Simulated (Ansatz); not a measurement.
# ZnSe (Stilleite) (F-43m) in Ansatz: a series of runs, part 2 of 2

Ansatz 0.2.0. Earlier steps stand in the parts before.

### 3 Band structure, PBEsol, spin-orbit coupling, no magnetisation

The input, input.yaml:

```yaml
crystal:
  lattice:
    - [0.0, 2.8338, 2.8338]
    - [2.8338, 0.0, 2.8338]
    - [2.8338, 2.8338, 0.0]
  atoms:
    - { symbol: Se, position: [0.75, 0.75, 0.75] }
    - { symbol: Zn, position: [0.0, 0.0, 0.0] }
kpoints:
  mp_grid: { grid: [6, 6, 6] }
  band_path:
    path:
      - [0.0, 0.0, 0.0]
      - [0.5, 0.0, 0.5]
      - [0.5, 0.25, 0.75]
      - [0.375, 0.375, 0.75]
      - [0.0, 0.0, 0.0]
      - [0.5, 0.5, 0.5]
      - [0.625, 0.25, 0.625]
      - [0.5, 0.25, 0.75]
    npoints: 12
scf:
  occupations: { method: fermi_dirac, width: 0.05 }
hamiltonian:
  xc: pbesol
  pseudopotentials: { kind: all_electron, lapw: { basis_error: 0.001 } }
magnetization:
  noncollinear: true
  spin_orbit: true
output:
  forces: true
  stress: true
  eigenvalues: true
```

Potentials or basis: all-electron LAPW, relativistic spinors.

Command:

```console
$ ansatz run input.yaml --threads 1 --pin off --max-ram 3072MiB --backend cpu --events-out ev --progress --plain --runs-dir out
```

What it wrote:

```text
Warning: RAYON_NUM_THREADS=1 ignored (pool sized by the plan → 1); use --threads N
LAPW: plane waves up to 9.033 Å⁻¹, error target 1.0e-3 eV per atom; Dirac's equation on spinors; Zn in spheres of 1.247 Å, 20 of its electrons in bands; Se in spheres of 1.207 Å, 24 of its electrons in bands (how accurate: hamiltonian.pseudopotentials.lapw.basis_error, Limitations)
Engine: ansatz 0.2.0, aarch64-unknown-linux-gnu
Pseudopotentials: kind: all_electron
Pseudopotential: Se, LAPW, valence charge 24, lapw/all_electron/dirac/gaussian/Se, Dirac's equation, gaussian nucleus
Pseudopotential: Zn, LAPW, valence charge 20, lapw/all_electron/dirac/gaussian/Zn, Dirac's equation, gaussian nucleus
Functional definition: PBEsol
  exchange = pbesol_x
  correlation = pbesol_c
non-collinear run that drives no moment, with spin-orbit: no starting moment large enough to seed its density (crystal.atoms[].spin), no starting occupations that ask for one, no magnetisation constraint and no magnetic field, so the semilocal B_xc is pinned to zero
Crystal: 2 atoms, lattice volume = 45.513 Å³
Basis set: ecut = 310.8890855422766 eV, 537 PW (Γ), exchange–correlation at level 2
Bands: 54, of which v1, the nominal top of the filled ones, is band 44 counted from 1 (43 counted from 0)
Symmetry: 24 space group operations + 24 with time reversal
Magnetic group: BNS 216.75 (UNI 1577), of the structure as read, at distance tolerance 3.6e-5 Å
k-points: 16 of 216 (time reversal used)
Non-local potential: Se, projectors of the file, none
Non-local potential: Zn, projectors of the file, none
Initial density: superposition of atomic densities (chi_scale 0.1, normalization cell, long waves kept (reshape's long-wave potential 0.00 eV rms))
Initial wavefunctions: plane waves of lowest kinetic energy (no species holds an atomic orbital)
Functional: x = pbesol(κ = 0.804, μ = 0.12345679012345678), c = pbesol(β = 0.046)
iter 1 solved again at ethr=1.47e-3 eV; its pass at ethr=1.00e-1 eV (dr2=6.46e-1 eV) is discarded
SCF iter   1: F=—  HF=-114923.169950 eV  |F-HF|=—  |Δ(HF+E_count)|=         —  Δρ=2.96e-2  dr2=6.47e-1  dr2_m=0.00e0 (ungated)  ethr=1.47e-3  |M|=0.00e0 ∫|m|=0.00e0 μB  β_m=0.30  ⟨swp⟩=2.0  Hψ=5408  notcnv=0
preconditioner: auto → none  [insulator: Δε(μ)=1.313 eV  Ē_g=12.100 eV  σ=0.050 eV  W_gap=1.00  n_scr=14 (ndim 8)  ℏωp=23.4 eV  f_vac=0.193  D(μ)=0.00/eV (n_scr^D=0)  ε∞_Penn≈4.7]
SCF iter   2: F=—  HF=-114922.915446 eV  |F-HF|=—  |Δ(HF+E_count)|=   2.55e-1  Δρ=1.43e-2  dr2=1.09e-1  dr2_m=0.00e0 (ungated)  ethr=1.47e-3  |M|=0.00e0 ∫|m|=0.00e0 μB  β_m=0.35  ⟨swp⟩=2.1  Hψ=2603  notcnv=0
SCF iter   3: F=—  HF=-114922.881367 eV  |F-HF|=—  |Δ(HF+E_count)|=   3.41e-2  Δρ=7.48e-3  dr2=2.15e-2  dr2_m=0.00e0 (ungated)  ethr=2.48e-4  |M|=0.00e0 ∫|m|=0.00e0 μB  β_m=0.39  ⟨swp⟩=2.0  Hψ=2506  notcnv=0
iter 4 solved again at ethr=4.55e-6 eV; its pass at ethr=4.88e-5 eV (dr2=2.00e-3 eV) is discarded
SCF iter   4: F=—  HF=-114922.875665 eV  |F-HF|=—  |Δ(HF+E_count)|=         —  Δρ=2.73e-3  dr2=2.00e-3  dr2_m=0.00e0 (ungated)  ethr=4.55e-6  |M|=0.00e0 ∫|m|=0.00e0 μB  β_m=0.52  ⟨swp⟩=2.0  Hψ=4231  notcnv=0
the basis was enlarged: its passes take 161.0 KiB over the memory plan, 1 of 1 planned eigensolver slots
SCF iter   5: F=—  HF=-114922.875449 eV  |F-HF|=—  |Δ(HF+E_count)|=   2.16e-4  Δρ=2.75e-4  dr2=2.12e-5  dr2_m=0.00e0 (ungated)  ethr=4.55e-6  |M|=0.00e0 ∫|m|=0.00e0 μB  β_m=0.51  ⟨swp⟩=2.0  Hψ=2432  notcnv=0
SCF iter   6: F=—  HF=-114922.875449 eV  |F-HF|=—  |Δ(HF+E_count)|=   7.26e-7  Δρ=5.37e-5  dr2=9.19e-7  dr2_m=0.00e0 (ungated)  ethr=4.82e-8  |M|=0.00e0 ∫|m|=0.00e0 μB  β_m=0.70  ⟨swp⟩=2.3  Hψ=2441  notcnv=0
SCF iter   7: F=-114922.875451 eV  HF=-114922.875451 eV  |F-HF|=3.20e-8  |Δ(HF+E_count)|=   1.23e-6  Δρ=5.68e-6  dr2=9.12e-9  dr2_m=0.00e0 (ungated)  ethr=2.09e-9  |M|=0.00e0 ∫|m|=0.00e0 μB  ⟨swp⟩=3.0  Hψ=2583  notcnv=0
SCF 1 converged in 7 iterations: F = -114922.875451 eV  dr2 = 9.12e-9
NSCF: frozen V_eff on 85 k-points
SCF converged after 7 iterations
Magnetization: |M| = 0.0000 μB,  M = (+0.0000, +0.0000, +0.0000) μB
Absolute magnetization: 0.0000 μB (∫|m|)
  site 0: m = (+0.0000, +0.0000, +0.0000) μB, |m| = 0.0000 μB  (R = 1.21 Å)
  site 1: m = (+0.0000, +0.0000, +0.0000) μB, |m| = 0.0000 μB  (R = 1.25 Å)
Free energy (F): -114922.875451 eV
Harris-Foulkes:  -114922.875451 eV  (|F-HF|=3.20e-8)
Internal energy: -114922.875450 eV  (E = F + TS)
E sigma→0 (E₀):  -114922.875450 eV
Entropy (-TS):   -0.000000 eV (-0.000 meV/atom)
Fermi energy:    8.585376 eV
--- Per-component energies (eV) ---
  E_band       = -2241.404402
  E_kinetic    = 117398.104451
  E_xc         = -4262.183643
  E_electrostatic = -228058.796258  (all electrons and nuclei)
  E_smearing   = -0.000000  (= −TS)
  E_closure    = 0.000000  (closes the sum)
  E_atoms      = -114916.108908  (free atoms, spherical and without spin; not in F)
  Σ components = -114922.875451   (vs F -114922.875451, Δ=0.00e0)
  Basis errors (estimates in eV, not in F): energy 4.3e-4 per atom: plane waves 3.9e-4 (2.3e-4 summed), levels above the bands 1.0e-85, relativity 1.9e-8, radial functions 3.4e-5, core shells 5.3e-10; eigenvalues (radial functions only) 1.5e-6; not estimated: angular momenta, meshes, grids; target (lapw.basis_error) 1.0e-3; muffin-tin radii Zn 1.247 Å, Se 1.207 Å
--- Forces (eV/Å), atoms counted from 1 ---
  atom   1  Se    -0.00000000     0.00000000    -0.00000000
  atom   2  Zn     0.00000000    -0.00000000    -0.00000000
  max |Σ_I F_I| component: 5.55e-17 eV/Å
--- Stress (GPa, compression-positive) ---
       -1.087409       0.000000      -0.000000
        0.000000      -1.087409       0.000000
       -0.000000       0.000000      -1.087409
  P = ⅓ Tr σ = -1.0874 GPa (-10.874 kbar)
--- Band table (eV; the first three rows and the last of 16) ---
  k-point 0: bands = ["-198.8521", "-198.8521", "-142.5174", "-142.5174", "-136.6449", "-136.6449", "-136.6449", "-136.6449", "-116.9572", "-116.9572", "-73.3676", "-73.3676", "-70.3007", "-70.3007", "-70.3007", "-70.3007", "-39.4977", "-39.4977", "-39.4977", "-39.4977", "-38.6057", "-38.6057", "-38.6030", "-38.6030", "-38.6030", "-38.6030", "-5.3637", "-5.3637", "1.2479", "1.2479", "1.2479", "1.2479", "1.4684", "1.4684", "1.7868", "1.7868", "1.7868", "1.7868", "7.6604", "7.6604", "8.0464", "8.0464", "8.0464", "8.0464", "9.0886", "9.0886", "13.5634", "13.5634", "13.7104", "13.7104", "13.7104", "13.7104", "17.6610", "17.6610"]
  k-point 1: bands = ["-198.8521", "-198.8521", "-142.5174", "-142.5174", "-136.6449", "-136.6449", "-136.6449", "-136.6449", "-116.9572", "-116.9572", "-73.3677", "-73.3677", "-70.3007", "-70.3007", "-70.3007", "-70.3007", "-39.4977", "-39.4977", "-39.4977", "-39.4977", "-38.6056", "-38.6056", "-38.6030", "-38.6030", "-38.6029", "-38.6029", "-5.1879", "-5.1879", "1.2474", "1.2736", "1.2736", "1.2783", "1.4919", "1.4919", "1.7759", "1.7759", "1.7787", "1.8161", "5.9705", "5.9705", "7.5441", "7.5441", "7.7804", "7.7923", "10.3816", "10.3816", "13.7013", "13.7013", "14.0158", "14.0158", "14.1163", "14.1186", "18.3137", "18.3151"]
  k-point 2: bands = ["-198.8521", "-198.8521", "-142.5174", "-142.5174", "-136.6449", "-136.6449", "-136.6449", "-136.6449", "-116.9572", "-116.9572", "-73.3677", "-73.3677", "-70.3007", "-70.3007", "-70.3007", "-70.3007", "-39.4977", "-39.4977", "-39.4976", "-39.4976", "-38.6056", "-38.6056", "-38.6030", "-38.6030", "-38.6028", "-38.6028", "-4.7928", "-4.7928", "1.2694", "1.3009", "1.4005", "1.4005", "1.5613", "1.5613", "1.7806", "1.7806", "1.8101", "1.8486", "3.8228", "3.8228", "7.1144", "7.1144", "7.3438", "7.3553", "10.5063", "10.5063", "14.2912", "14.2912", "14.3701", "14.3721", "15.3640", "15.3640", "18.1500", "18.1500"]
  k-point 15: bands = ["-198.8521", "-198.8521", "-142.5174", "-142.5174", "-136.6449", "-136.6449", "-136.6449", "-136.6449", "-116.9572", "-116.9572", "-73.3677", "-73.3677", "-70.3008", "-70.3008", "-70.3007", "-70.3007", "-39.4977", "-39.4976", "-39.4976", "-39.4976", "-38.6055", "-38.6055", "-38.6029", "-38.6029", "-38.6028", "-38.6028", "-4.2941", "-4.2917", "1.3150", "1.4204", "1.4320", "1.5623", "1.6536", "1.7387", "1.7407", "1.8558", "2.0298", "2.0963", "3.1355", "3.2286", "5.1535", "5.2921", "5.3711", "5.3728", "12.2473", "12.2722", "12.6182", "12.7216", "16.0615", "16.1112", "16.3972", "16.4437", "19.3699", "19.5627"]
```

Wall time 2 min (1 thread of Arm Neoverse V1, shared host); peak memory 0.42 GiB.

What came out:

```
Free energy             : -114922.8755 eV
Pressure                : -1.1 GPa
Band gap on the k mesh  : 1.04 eV, direct
Band gap along the path : 1.04 eV, direct
```

Levels at the corners of the path, in eV from the valence-band top:
```tsv
point	band 41	band 42	band 43	band 44	band 45	band 46	band 47	band 48
Γ	0.00	0.00	0.00	0.00	1.04	1.04	5.52	5.52
X	-2.42	-2.42	-2.25	-2.25	2.72	2.72	3.25	3.25
W	-3.04	-2.86	-2.81	-2.80	5.17	5.23	5.37	5.48
K	-3.32	-3.20	-1.93	-1.93	3.35	3.35	5.34	5.45
Γ	0.00	0.00	0.00	0.00	1.04	1.04	5.52	5.52
L	-1.12	-1.12	-0.89	-0.89	2.32	2.32	6.15	6.15
U	-3.32	-3.20	-1.93	-1.93	3.35	3.35	5.34	5.45
W	-3.04	-2.86	-2.81	-2.80	5.17	5.23	5.37	5.48
```

### 4 How close it comes

Step 2. Against the measured gap of ZnSe, 2.695 eV (an exciton energy, a little under the gap; 300 K; “Alloy Disordering Effects on the Thermal Conductivity and Energy Gap Temperature Dependence of Cd1−xZnxSe Ternary Crystals Grown by the Bridgman Method”, 2023, pmc:10253836), the calculated 1.03 eV is off by -1.66 eV. So large a miss can be the level of theory's own, or it may mean another phase, state or a wrong row. Spin-orbit coupling on Se is left out. The value is that of LDA, without temperature or zero-point motion. Semilocal functionals fall short of measured gaps as a rule. A measured high-frequency dielectric constant of ZnSe is 5.9 (a printed reference work, textbook); the calculated 7.51 misses it by +27.3 %.

Step 3. Measured gap of ZnSe: 2.695 eV (an exciton energy, a little under the gap; 300 K; “Alloy Disordering Effects on the Thermal Conductivity and Energy Gap Temperature Dependence of Cd1−xZnxSe Ternary Crystals Grown by the Bridgman Method”, 2023, pmc:10253836). This calculation gives 1.04 eV (-1.65 eV). So large a miss can be the level of theory's own, or it may mean another phase, state or a wrong row. The value is that of PBEsol, without temperature or zero-point motion. Semilocal functionals fall short of measured gaps as a rule.
